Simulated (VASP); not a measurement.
# AgCl (Fm-3m) in VASP: settings compared

The runs below take AgCl through single point, with LDA, PBE.

Everything below comes from runs of VASP 6.6.1. Logs are shortened: lines on timing, memory, paths and dates and some standing lists are left out, and cuts for length are marked.

**Experimental background.**

From a printed reference work, data compilation, for a bulk crystal of AgCl: band gap 3.249 eV (indirect).

How close the calculation comes is told below.

**1. The cell of the first run**

It takes space group Fm-3m (No. 225, cubic). The conventional cell has a = 5.354 Å, b = 5.354 Å, c = 5.354 Å, α = 90.00°, β = 90.00°, γ = 90.00°. Within 3.5 Å of Ag (site symmetry m-3m) lie 6 Cl at 2.68 Å. Cl (site symmetry m-3m) has 6 Ag at 2.68 Å within 3.5 Å.

**2. Single point, LDA**

INCAR reads:

```
SYSTEM = AgCl
ALGO     = Normal         ! electronic algorithm
EDIFF    = 1E-6           ! SCF threshold, eV
ENCUT    = 520            ! plane-wave cutoff, eV
ISIF     = 2              ! what is computed and relaxed
ISMEAR   = -1             ! smearing method
LASPH    = .TRUE.         ! aspherical terms in the spheres
LCHARG   = .FALSE.        ! write CHGCAR
LREAL    = .FALSE.        ! projectors in reciprocal space
LWAVE    = .FALSE.        ! write WAVECAR
NBANDS   = 16             ! bands
NELM     = 80             ! most SCF steps
PREC     = Accurate       ! precision mode
SIGMA    = 0.02           ! smearing width, eV
```

KPOINTS reads:

```
k-points
0
G
  8 8 8
  0 0 0
```

POSCAR reads:

```
AgCl
1.0
    0.0000000000      2.6771196648      2.6771196648
    2.6771196648      0.0000000000      2.6771196648
    2.6771196648      2.6771196648      0.0000000000
Ag Cl
1 1
Direct
    0.0000000000      0.0000000000      0.0000000000
    0.5000000000      0.5000000000      0.5000000000
```

Potentials or basis: VASP PAW LDA potentials, release 64 (Ag, Cl).

Started as:

```
> cat potpaw_LDA.64/Ag/POTCAR potpaw_LDA.64/Cl/POTCAR > POTCAR
> mpirun -np 1 vasp_std > vasp.out
```

OUTCAR:

```text
SYSTEM = AgCl
   EDIFF = 1E-6
   ENCUT = 520
   ISIF = 2
   ISMEAR = -1
   LASPH = .TRUE.
   LREAL = .FALSE.
   NELM = 80
   PREC = Accurate

 ion  position               nearest neighbor table
   1  0.000  0.000  0.000-   2 2.68   2 2.68   2 2.68   2 2.68   2 2.68   2 2.68
   2  0.500  0.500  0.500-   1 2.68   1 2.68   1 2.68   1 2.68   1 2.68   1 2.68

  LATTYP: Found a face centered cubic cell.
 ALAT       =     5.3542393296

  Lattice vectors:

 A1 = (   0.0000000000,   2.6771196648,   2.6771196648)
 A2 = (   2.6771196648,   0.0000000000,   2.6771196648)
 A3 = (   2.6771196648,   2.6771196648,   0.0000000000)

Analysis of symmetry for initial positions (statically):
=====================================================================
 Subroutine PRICEL returns:
 Original cell was already a primitive cell.

 Routine SETGRP: Setting up the symmetry group for a
 face centered cubic supercell.

 Subroutine GETGRP returns: Found 48 space group operations
 (whereof 48 operations were pure point group operations)
 out of a pool of 48 trial point group operations.

The static configuration has the point symmetry O_h .

Analysis of symmetry for dynamics (positions and initial velocities):
=====================================================================
 Subroutine PRICEL returns:
 Original cell was already a primitive cell.

 Routine SETGRP: Setting up the symmetry group for a
 face centered cubic supercell.

 Subroutine GETGRP returns: Found 48 space group operations
 (whereof 48 operations were pure point group operations)
 out of a pool of 48 trial point group operations.

The dynamic configuration has the point symmetry O_h .

 Subroutine INISYM returns: Found 48 space group operations
 (whereof 48 operations are pure point group operations),
 and found     1 'primitive' translations

----------------------------------------------------------------------------------------

                                     Primitive cell

  volume of cell :      38.3737

  direct lattice vectors                    reciprocal lattice vectors
     0.000000000  2.677119665  2.677119665    -0.186767893  0.186767893  0.186767893
     2.677119665  0.000000000  2.677119665     0.186767893 -0.186767893  0.186767893
     2.677119665  2.677119665  0.000000000     0.186767893  0.186767893 -0.186767893

  length of vectors
     3.786018938  3.786018938  3.786018938     0.323491480  0.323491480  0.323491480

  position of ions in fractional coordinates (direct lattice)
[... 73 lines left out ...]
   ISPIN  =      1    spin polarized calculation?
   LNONCOLLINEAR =      F non collinear calculations
   LSORBIT =      F    spin-orbit coupling
   LASPH  =      T    aspherical Exc in radial PAW
   ENCUT  =  520.0 eV  38.22 Ry    6.18 a.u.   7.04  7.04  7.04*2*pi/ulx,y,z
   NELM   =     80;   NELMIN=  2; NELMDL= -5     # of ELM steps
   EDIFF  = 0.1E-05   stopping-criterion for ELM
   LREAL  =      F    real-space projection
   EDIFFG = 0.1E-04   stopping-criterion for IOM
   NSW    =      0    number of steps for IOM
   IBRION =     -1    ionic relax: 0-MD 1-quasi-New 2-CG
   NFREE  =      0    steps in history (QN), initial steepest desc. (CG)
   ISIF   =      2    stress and relaxation
   ISYM   =      2    0-nonsym 1-usesym 2-fastsym
   POTIM  = 0.5000    time-step for ionic-motion
   TEBEG  =    0.0;   TEEND  =   0.0 temperature during run
   PSTRESS=    0.0 pullay stress
   NELECT =      18.0000    total number of electrons
   NUPDOWN=      -1.0000    fix difference up-down
   EMIN   =  10.00;   EMAX   =-10.00  energy-range for DOS
   EFERMI =   0.00;   METHOD = LEGACY
   ISMEAR =    -1;   SIGMA  =   0.02  broadening in eV -4-tet -1-fermi 0-gaus
   EFERMI_NEDOS =   21; number of points for ismear=-14 and -15
   IALGO  =     38    algorithm
   IMIX   =      4    mixing-type and parameters
     AMIX     =   0.40;   BMIX     =  1.00
     AMIX_MAG =   1.60;   BMIX_MAG =  1.00
  volume/ion in A,a.u.               =      19.19       129.48
  Fermi-wavevector in a.u.,A,eV,Ry     =   1.272002  2.403736 22.014087  1.617990
  Thomas-Fermi vector in A             =   2.404905
   LORBIT       =      0    0 simple, 1 ext, 2 COOP (PROOUT), +10 PAW based schemes
   GGA     = CA    functional components
   LHFCALC =     F    Hartree Fock is set to
   AEXX    =    0.0000 exact exchange contribution
   IVDW    =     0    specifies the selected vdW correction
   LEPSILON=     F    determine dielectric tensor
   LRPA    =     F    only Hartree local field effects (RPA)
 non-spin polarized calculation
  energy-cutoff  :      520.00
  volume of cell :       38.37
 maximum number of plane-waves:      1056
   NGX = 15   NGY = 15   NGZ = 15

 number of electron      18.0000004 magnetization

 Free energy of the ion-electron system (eV)
  ---------------------------------------------------
  ext. energy  EPLUGINS =         0.00000000
  ---------------------------------------------------
  free energy    TOTEN  =        -6.79299651 eV

  energy without entropy =       -6.79299651  energy(sigma->0) =       -6.79299651

 E-fermi :   5.3664     XC(G=0): -10.9798

 val. band max:        5.0157281422   @ k =   0.5000   0.0000   0.0000
 cond. band min:       5.6708329447   @ k =   0.0000   0.0000   0.0000
 fundamental gap:      0.6551048025
 Fermi energy:         5.3664345747

 k-point     1 :       0.0000    0.0000    0.0000
  band No.  band energies     occupation
      1     -10.7952      2.00000
      2       2.0075      2.00000
      3       2.0075      2.00000
      4       2.0075      2.00000
      5       2.0544      2.00000
      6       2.0544      2.00000
[... 433 lines left out ...]
      3       0.1200      2.00000
      4       0.1968      2.00000
      5       2.4148      2.00000
      6       2.4990      2.00000
[... 8 lines left out ...]
     15      18.6650      0.00000
     16      20.2069      0.00000

 [... further k-points ...]
[... 5 lines left out ...]
  --------------------------------------------------------------------------------------
  -------------------------------------------------------------------------------------
  Total        0.0078444      0.0078444      0.0078444      0.0000000      0.0000000     -0.0000000
  in kB        0.3275212      0.3275212      0.3275212      0.0000000      0.0000000     -0.0000000
  external PRESSURE =       0.3275212 kB  Pullay stress =       0.0000000 kB

 VOLUME and BASIS-vectors are now :
 -----------------------------------------------------------------------------
  energy-cutoff  :      520.00
  volume of cell :       38.37
      direct lattice vectors                 reciprocal lattice vectors
     0.000000000  2.677119665  2.677119665    -0.186767893  0.186767893  0.186767893
     2.677119665  0.000000000  2.677119665     0.186767893 -0.186767893  0.186767893
     2.677119665  2.677119665  0.000000000     0.186767893  0.186767893 -0.186767893

 POSITION                                       TOTAL-FORCE (eV/Angst)
 -----------------------------------------------------------------------------------
      0.00000      0.00000      0.00000         0.000000     -0.000000      0.000000
      2.67712      2.67712      2.67712        -0.000000      0.000000     -0.000000
 -----------------------------------------------------------------------------------
    total drift:                                0.000000      0.000000      0.000000

  FREE ENERGIE OF THE ION-ELECTRON SYSTEM (eV)
  ---------------------------------------------------
  free  energy   TOTEN  =        -6.7929965149 eV

  energy  without entropy=       -6.7929965142  energy(sigma->0) =       -6.79299651
```

stdout:

```text
POSCAR found type information on POSCAR AgCl
 POSCAR found :  2 types and       2 ions
 scaLAPACK will be used
 LDA part: xc-table for (Slater(with rela. corr.)+CA(PZ))
 , standard interpolation
 POSCAR, INCAR and KPOINTS ok, starting setup
 FFT: planning ... GRIDC
 FFT: planning ... GRID_SOFT
 FFT: planning ... GRID
 WAVECAR not read
 entering main loop
```

Run time: 7.4 s. Hardware: 1 thread of Intel Xeon Platinum 8559C (Emerald Rapids), shared host; peak memory 0.15 GiB.

What came out:

```
Free energy            : -6.7930 eV
Pressure               : 0.0 GPa
Band gap on the k mesh : 0.66 eV (least direct gap 3.37 eV)
```

Caveat: semilocal functionals underestimate gaps, and a narrow one can read as zero.

**3. Single point, PBE**

This run uses another cell than the first one, of 21.33 Å³/atom.

INCAR reads:

```
SYSTEM = AgCl
PREC = Accurate ; ENCUT = 520
EDIFF = 1E-6 ; ISMEAR = -1
SIGMA = 0.02 ; LREAL = .FALSE.
LASPH = .TRUE. ; NELM = 100
ALGO = Normal ; ISIF = 2
LWAVE = .FALSE. ; LCHARG = .FALSE.
GGA = PE ; NBANDS = 16
```

KPOINTS reads:

```
regular mesh
0
G
  8 8 8
  0 0 0
```

POSCAR reads:

```
AgCl
1.0
    0.0000000000      2.7731725676      2.7731725676
    2.7731725676      0.0000000000      2.7731725676
    2.7731725676      2.7731725676      0.0000000000
Ag Cl
1 1
Direct
    0.0000000000      0.0000000000      0.0000000000
    0.5000000000      0.5000000000      0.5000000000
```

Potentials or basis: VASP PAW PBE potentials, release 64 (Ag, Cl).

Started as:

```
> cat potpaw_PBE.64/Ag/POTCAR potpaw_PBE.64/Cl/POTCAR > POTCAR
> mpirun -np 1 vasp_std > vasp.out
```

It took 12 s on 1 thread of Intel Xeon Platinum 8559C (Emerald Rapids), shared host; peak memory 0.17 GiB.

It converged, with:

```yaml
Free_energy: -5.3944 eV
Pressure: 1.5 GPa
Band_gap_on_the_k_mesh: 0.91 eV (least direct gap 3.18 eV)
```

Levels at points of the mesh, in eV from the valence-band top:
```tsv
k point	band 6	band 7	band 8	band 9	band 10	band 11	band 12	band 13
(0.00, 0.00, 0.00)	-2.40	-2.32	-2.32	-2.32	0.91	10.86	10.86	10.86
(0.50, 0.00, 0.00)	-2.07	-1.76	0.00	0.00	4.24	6.53	7.67	7.67
(0.50, 0.50, 0.00)	-2.21	-1.95	-1.95	-1.87	2.38	8.03	8.63	11.51
```

**4. Single point, LDA**

This run uses another cell than the first one, of 21.33 Å³/atom.

INCAR reads:

```
ALGO = Normal ; EDIFF = 1E-6
ENCUT = 520 ; GGA = CA
ISIF = 2 ; ISMEAR = 0
LASPH = True ; LCHARG = True
LELF = True ; LREAL = False
LVHAR = True ; LWAVE = False
NBANDS = 16 ; NELM = 60
PREC = Accurate ; SIGMA = 0.01
```

KPOINTS reads:

```
k-points
0
Gamma
  8 8 8
```

POSCAR is that of step 3.

Potentials or basis: VASP PAW LDA potentials, release 64 (Ag, Cl).

Started as:

```
> cat potpaw_LDA.64/Ag/POTCAR potpaw_LDA.64/Cl/POTCAR > POTCAR
> mpirun -np 1 vasp_std > vasp.out
```

OUTCAR:

```text
EDIFF = 1E-6
   ENCUT = 520
   GGA = CA
   ISIF = 2
   ISMEAR = 0
   LASPH = True
   LREAL = False
   NELM = 60
   PREC = Accurate

 ion  position               nearest neighbor table
   1  0.000  0.000  0.000-   2 2.77   2 2.77   2 2.77   2 2.77   2 2.77   2 2.77
   2  0.500  0.500  0.500-   1 2.77   1 2.77   1 2.77   1 2.77   1 2.77   1 2.77

  LATTYP: Found a face centered cubic cell.
 ALAT       =     5.5463451352

  Lattice vectors:

 A1 = (   0.0000000000,   2.7731725676,   2.7731725676)
 A2 = (   2.7731725676,   0.0000000000,   2.7731725676)
[... 627 lines left out ...]
      5       1.3678      2.00000
      6       1.4383      2.00000
[... 8 lines left out ...]
     15      16.9284      0.00000
     16      18.4409      0.00000

 [... further k-points ...]
[... 5 lines left out ...]
  --------------------------------------------------------------------------------------
  -------------------------------------------------------------------------------------
  Total       -1.4846611     -1.4846611     -1.4846611      0.0000000      0.0000000      0.0000000
  in kB      -55.7669932    -55.7669932    -55.7669932      0.0000000      0.0000000      0.0000000
  external PRESSURE =     -55.7669932 kB  Pullay stress =       0.0000000 kB

 VOLUME and BASIS-vectors are now :
 -----------------------------------------------------------------------------
  energy-cutoff  :      520.00
  volume of cell :       42.65
      direct lattice vectors                 reciprocal lattice vectors
     0.000000000  2.773172568  2.773172568    -0.180298913  0.180298913  0.180298913
     2.773172568  0.000000000  2.773172568     0.180298913 -0.180298913  0.180298913
     2.773172568  2.773172568  0.000000000     0.180298913  0.180298913 -0.180298913

 POSITION                                       TOTAL-FORCE (eV/Angst)
 -----------------------------------------------------------------------------------
      0.00000      0.00000      0.00000        -0.000000     -0.000000     -0.000000
      2.77317      2.77317      2.77317         0.000000      0.000000      0.000000
 -----------------------------------------------------------------------------------
    total drift:                               -0.000000      0.000000      0.000000

  FREE ENERGIE OF THE ION-ELECTRON SYSTEM (eV)
  ---------------------------------------------------
  free  energy   TOTEN  =        -6.7120256883 eV

  energy  without entropy=       -6.7120256883  energy(sigma->0) =       -6.71202569
```

It took 11 s on 1 thread of Intel Xeon Platinum 8559C (Emerald Rapids), shared host; peak memory 0.15 GiB.

What came out:

| Quantity | Value |
| --- | --- |
| Free energy | -6.7120 eV |
| Pressure | -5.6 GPa |
| Band gap on the k mesh | 0.64 eV (least direct gap 2.95 eV) |

Caveat: the cell stands under tension; semilocal functionals underestimate gaps, and a narrow one can read as zero. A k mesh can miss the band edges.

**5. The runs side by side**

```tsv
level	potentials or basis	cell	smearing	gap on the mesh (eV)	pressure (GPa)
LDA	VASP PAW LDA potentials, release 64 (Ag, Cl)	a = 3.786 Å, angles 60.0°, 2 atoms	fermi-dirac 0.02 eV	0.66	0.0
PBE	VASP PAW PBE potentials, release 64 (Ag, Cl)	a = 3.922 Å, angles 60.0°, 2 atoms	fermi-dirac 0.02 eV	0.91	1.5
LDA	VASP PAW LDA potentials, release 64 (Ag, Cl)	a = 3.922 Å, angles 60.0°, 2 atoms	gaussian 0.01 eV	0.64	-5.6
```

Alike in all rows: task single point; no spin polarisation; k mesh 8 × 8 × 8; cutoff (eV) 520.

Caveats: semilocal functionals underestimate gaps, and a narrow one can read as zero (at least some runs); the cell stands under tension (at least some runs).

Absolute energies hang on the potentials; compare differences alone.

**6. Comparison with measurements**

Step 2. Measured gap of AgCl: 3.249 eV (indirect; a printed reference work, data compilation). This calculation gives 0.66 eV (-2.59 eV). So large a miss can be the level of theory's own, or it may mean another phase, state or a wrong row. Spin-orbit coupling on Ag is left out. The value is that of LDA on a finite k mesh, which can miss the band edges, without temperature or zero-point motion. Semilocal functionals fall short of measured gaps as a rule.
